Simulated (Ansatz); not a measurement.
Set up this calculation in Ansatz 0.2.0, as the native input.

```
Task                : relaxation of cell and atoms
Functional          : revPBE
Dispersion          : D4
Potentials or basis : Ansatz PAW
Cutoff              : 420 eV (not typed: the program's choice for these potentials)
k mesh              : 13 × 13 × 13
Occupations         : fermi-dirac, width 0.05 eV
Spin                : no spin polarisation
```

Crystal: Si.

```
Si
1.0
    -1.62691    1.62691    1.32033
     1.62691   -1.62691    1.32033
     1.62691    1.62691   -1.32033
Si
1
Direct
  0.00000 0.00000 0.00000
```

This isn't the form of Si at room conditions, which is diamond.

These files were run (other wordings do the same):

input.yaml

```yaml
crystal:
  lattice:
    - [-1.62691493, 1.62691493, 1.32032985]
    - [1.62691493, -1.62691493, 1.32032985]
    - [1.62691493, 1.62691493, -1.32032985]
  atoms:
    - { symbol: Si, position: [0.0, 0.0, 0.0] }
hamiltonian:
  xc: revpbe
  pseudopotentials: { kind: paw }
  dispersion: d4
kpoints:
  mp_grid: { grid: [13, 13, 13] }
scf:
  occupations: { method: fermi_dirac, width: 0.05 }
output:
  forces: true
  stress: true
  eigenvalues: true
relax:
  f_tol: 0.01
  max_steps: 40
  cell: { stress_tol: 0.05 }
```

Potentials or basis: Ansatz PAW.

The run is started by

```console
$ ansatz run input.yaml --threads 2 --pin off --max-ram 5632MiB --backend cpu --events-out ev --progress --plain --runs-dir out
```

It gave:

```yaml
Relaxed_volume: 13.41 Å³/atom
Relaxed_cell: a = 2.627 Å, b = 2.627 Å, c = 2.627 Å, α = 103.43°, β = 103.43°, γ = 122.39°
Space_group_after_relaxing_to_0.05_Å: I4/mmm (No. 139)
Energy_gained_by_relaxing: 16.0 meV/atom
Ionic_steps: 7
Pressure_after_relaxing: 0.0 GPa
Band_gap_on_the_k_mesh: none (metal or under the smearing width)
```

Caveat: the plane-wave basis is chosen anew once the cell has moved, so the energies of steps on either side of that aren't comparable; pairwise dispersion overbinds metals, which lowers pressure and volume; the PAW data sets come from PBE, with cores solved anew for the run's functional, which leaves a small shift of forces and pressure.

It took 10 s on 2 threads of Arm Neoverse N1, with other jobs on the host, peak memory 0.28 GiB.
